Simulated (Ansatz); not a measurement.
## An added H started as a split pair with a Pb atom in rocksalt PbSe, 65 atoms, charge +1

These are results of DFT, PBEsol, PAW, plane waves (Ansatz), not measurements.

Command:

```sh
ansatz run in.yaml --threads 8 --pin off --max-ram 118750MiB --runs-dir r --events-out ev --progress --plain --backend cuda --devices 0, --max-vram 170GiB
```

The input less its lattice and atoms:

```yaml
crystal:
  symmetry: { detect: false }
kpoints:
  mp_grid: { grid: [1, 1, 1], shift: [0.25, 0.25, 0.25] }
hamiltonian:
  xc: pbesol
total_charge: 1
scf:
  occupations: { method: fermi_dirac, width: 0.01 }
relax:
  f_tol: 0.03
  max_steps: 80
  escape_saddle: false
  adjacent_minimum: "off"
output:
  forces: true
  eigenvalues: true
  populations: true
  charged_corrections: { epsilon: 210 }
```

Start:

```
Se Pb H
1.0
    12.20000    0.00000    0.00000
     0.00000   12.20000    0.00000
     0.00000    0.00000   12.20000
Se Pb H
32 32 1
Direct
  0.25007 0.00027 0.99904
  0.24830 0.99824 0.49904
  0.24636 0.50006 0.00079
  0.24943 0.49847 0.50032
  0.74661 0.00140 0.99788
  0.74816 0.99975 0.49795
  0.75065 0.49920 0.99950
  0.75056 0.49724 0.50209
  0.99847 0.24997 0.99934
  0.99900 0.25093 0.50001
  0.99908 0.75127 0.99982
  0.99958 0.74969 0.50215
  0.49699 0.24937 0.99817
  0.49898 0.24926 0.50033
  0.49942 0.75104 0.00078
  0.50011 0.74842 0.49892
  0.00243 0.99657 0.24720
  0.00268 0.00155 0.74981
  0.99655 0.49901 0.24816
  0.99860 0.50287 0.74790
  0.49950 0.00037 0.25022
  0.50172 0.00225 0.75078
  0.49986 0.49973 0.25096
  0.50114 0.49744 0.75501
  0.25127 0.25124 0.25000
  0.24978 0.25037 0.75023
  0.25133 0.74786 0.24973
  0.24790 0.74906 0.75205
  0.75114 0.25003 0.24762
  0.75045 0.24875 0.74797
  0.74869 0.75172 0.25058
  0.75140 0.74898 0.74608
  0.99904 0.00304 0.00067
  0.99732 0.00251 0.49838
  0.00003 0.50307 0.00060
  0.00001 0.49929 0.50084
  0.50141 0.99878 0.00017
  0.50005 0.99765 0.49831
  0.50058 0.50248 0.00097
  0.44522 0.44499 0.50140
  0.25033 0.25071 0.99838
  0.24881 0.25066 0.50067
  0.25036 0.74762 0.00036
  0.24641 0.74621 0.50072
  0.74957 0.24844 0.99911
  0.75155 0.24870 0.50268
  0.75123 0.74935 0.99969
  0.74990 0.75072 0.50356
  0.24933 0.99979 0.25067
  0.24735 0.99904 0.74923
  0.25070 0.50052 0.25064
  0.24829 0.50121 0.75081
  0.75242 0.99985 0.24977
  0.75301 0.00104 0.74877
  0.74981 0.50112 0.25223
  0.74915 0.50075 0.75158
  0.00041 0.25264 0.24904
  0.00004 0.24856 0.75021
  0.99958 0.74926 0.24781
  0.99911 0.74799 0.75240
  0.50073 0.25093 0.25099
  0.50185 0.24946 0.74950
  0.50112 0.74996 0.25209
  0.50075 0.75071 0.75161
  0.55434 0.55705 0.50081
```

Steps:

```json
{"step": "start", "energy less the first (eV)": "0.000", "largest force component (eV/Å)": "2.678"}
{"step": "1", "energy less the first (eV)": "-0.923", "largest force component (eV/Å)": "0.954"}
{"step": "2", "energy less the first (eV)": "-1.228", "largest force component (eV/Å)": "0.787"}
{"step": "3", "energy less the first (eV)": "-1.451", "largest force component (eV/Å)": "0.803"}
{"step": "4", "energy less the first (eV)": "-1.736", "largest force component (eV/Å)": "1.061"}
{"step": "5", "energy less the first (eV)": "-2.015", "largest force component (eV/Å)": "0.683"}
{"step": "6", "energy less the first (eV)": "-2.116", "largest force component (eV/Å)": "0.935"}
{"step": "7", "energy less the first (eV)": "-2.205", "largest force component (eV/Å)": "0.201"}
{"step": "8", "energy less the first (eV)": "-2.210", "largest force component (eV/Å)": "0.132"}
{"step": "9", "energy less the first (eV)": "-2.219", "largest force component (eV/Å)": "0.073"}
{"step": "10", "energy less the first (eV)": "-2.221", "largest force component (eV/Å)": "0.004"}
```

A structure on the way, about -1.23 eV from the start:

```
Se Pb H
1.0
    12.20000    0.00000    0.00000
     0.00000   12.20000    0.00000
     0.00000    0.00000   12.20000
Se Pb H
32 32 1
Direct
  0.24948 0.00011 0.99942
  0.24961 0.99807 0.49940
  0.24820 0.49992 0.00057
  0.24184 0.49902 0.50093
  0.74878 0.00044 0.99871
  0.74828 0.00117 0.49889
  0.74881 0.49990 0.99986
  0.74984 0.50096 0.50004
  0.99876 0.25013 0.99940
  0.99865 0.25039 0.49943
  0.99927 0.75007 0.00004
  0.00138 0.74896 0.50049
  0.49834 0.24975 0.99979
  0.49975 0.24119 0.50042
  0.49930 0.74950 0.99990
  0.50217 0.74897 0.49972
  0.00060 0.99870 0.24916
  0.00107 0.00130 0.74866
  0.99742 0.49903 0.24996
  0.99898 0.50135 0.74851
  0.49971 0.99867 0.25093
  0.50085 0.99946 0.74923
  0.49689 0.49734 0.25358
  0.49810 0.49749 0.74876
  0.25029 0.24987 0.25053
  0.25015 0.25039 0.74889
  0.25007 0.74847 0.25075
  0.24987 0.74918 0.75030
  0.74977 0.25009 0.24899
  0.74984 0.24967 0.74826
  0.74946 0.75023 0.24983
  0.74996 0.74942 0.74861
  0.00008 0.00181 0.00028
  0.99793 0.99940 0.49891
  0.99827 0.50166 0.00072
  0.99084 0.50026 0.50107
  0.50053 0.99844 0.99966
  0.49977 0.99019 0.49908
  0.49993 0.50043 0.00031
  0.46441 0.46333 0.49897
  0.24981 0.24898 0.99904
  0.24184 0.24157 0.49994
  0.25028 0.75028 0.00065
  0.24816 0.75096 0.50044
  0.75030 0.24951 0.00039
  0.75292 0.25037 0.50119
  0.75044 0.74982 0.00085
  0.75202 0.75198 0.50189
  0.24967 0.99920 0.24873
  0.24885 0.99930 0.75113
  0.24844 0.50018 0.24561
  0.24741 0.50089 0.75568
  0.75111 0.99987 0.24925
  0.75106 0.00052 0.75034
  0.74852 0.50063 0.25106
  0.74807 0.50085 0.75107
  0.99948 0.25146 0.24779
  0.00029 0.24929 0.75168
  0.99943 0.75016 0.24876
  0.99971 0.74941 0.75134
  0.50063 0.24798 0.24557
  0.50117 0.24730 0.75522
  0.50077 0.74885 0.25096
  0.50055 0.74949 0.75128
  0.56778 0.57290 0.50421
```

End:

```xyz
65
Lattice="12.2000 0.0000 0.0000 0.0000 12.2000 0.0000 0.0000 0.0000 12.2000" Properties=species:S:1:pos:R:3 pbc="T T T"
Se    3.0423   12.1579    0.0012
Se    3.0756   12.1255    6.1012
Se    3.0152    6.0618   12.1996
Se    2.9307    6.0407    6.1017
Se    9.1385   12.1851    0.0027
Se    9.1602    0.0692    6.1008
Se    9.1104    6.0899    0.0014
Se    8.9945    6.2058    6.1016
Se   12.1758    3.0243    0.0010
Se   12.1657    3.0350    6.1011
Se   12.1908    9.1235    0.0011
Se    0.0731    9.1246    6.0997
Se    6.0766    3.0091    0.0014
Se    6.0759    2.9267    6.1031
Se    6.0914    9.1086    0.0026
Se    6.1429    9.0574    6.1029
Se   12.1916   12.1701    3.0567
Se    0.0020   12.1808    9.1466
Se   12.1471    6.0757    3.0518
Se   12.1567    6.0869    9.1401
Se    6.0933   12.1406    3.0597
Se    6.1058   12.1530    9.1415
Se    6.0444    6.0456    3.0565
Se    6.0564    6.0593    9.1256
Se    3.0200    2.9984    3.0557
Se    3.0304    3.0090    9.1455
Se    3.0480    9.0945    3.0611
Se    3.0597    9.1071    9.1430
Se    9.1136    3.0433    3.0621
Se    9.1250    3.0529    9.1503
Se    9.1418    9.1435    3.0776
Se    9.1551    9.1556    9.1469
Pb   12.1959   12.1831    0.0044
Pb    0.0484    0.0232    6.1057
Pb   12.1515    6.0649   12.1913
Pb   12.0755    6.0558    6.0912
Pb    6.0919   12.1680    0.0033
Pb    6.1535    0.0181    6.1068
Pb    6.0567    6.0429   12.1820
Pb    5.8793    5.8032    6.0742
Pb    3.0156    3.0029   12.1961
Pb    2.9764    2.9511    6.0951
Pb    3.0308    9.1070   12.1978
Pb    2.9813    9.0465    6.0940
Pb    9.1344    3.0475    0.0090
Pb    9.1435    3.1242    6.1099
Pb    9.1559    9.1420    0.0181
Pb    9.3960    9.3202    6.1238
Pb    3.0396   12.1460    3.0422
Pb    3.0530   12.1598    9.1591
Pb    2.9842    6.0386    3.0211
Pb    2.9995    6.0525    9.1650
Pb    9.1472   12.2000    3.0357
Pb    9.1603    0.0144    9.1796
Pb    9.0937    6.0952    3.0482
Pb    9.1035    6.1064    9.1522
Pb   12.1629    3.0194    3.0317
Pb   12.1795    3.0366    9.1695
Pb   12.1913    9.1207    3.0097
Pb    0.0105    9.1340    9.1936
Pb    6.0652    2.9875    3.0076
Pb    6.0785    3.0088    9.1918
Pb    6.0913    9.0960    2.9820
Pb    6.1015    9.1096    9.2213
H     7.2307    7.9694    6.1052
```

The run converged.

Time: 13 s of wall time on one NVIDIA GB200 with 8 processor threads, on a host shared with other runs; peak host memory 2.2 GiB.

Q: How much energy did the relaxation gain, and which atom moved most?

A: 2.22 eV in 10 steps, from a start with small random displacements (neighbours that lie too close to an added atom are first pushed off); atom 65 (H) moved 1.26 Å, the median atom 0.06 Å (drift of the whole cell removed).

The one k point has no symmetry partners, which can distort the end along one axis.
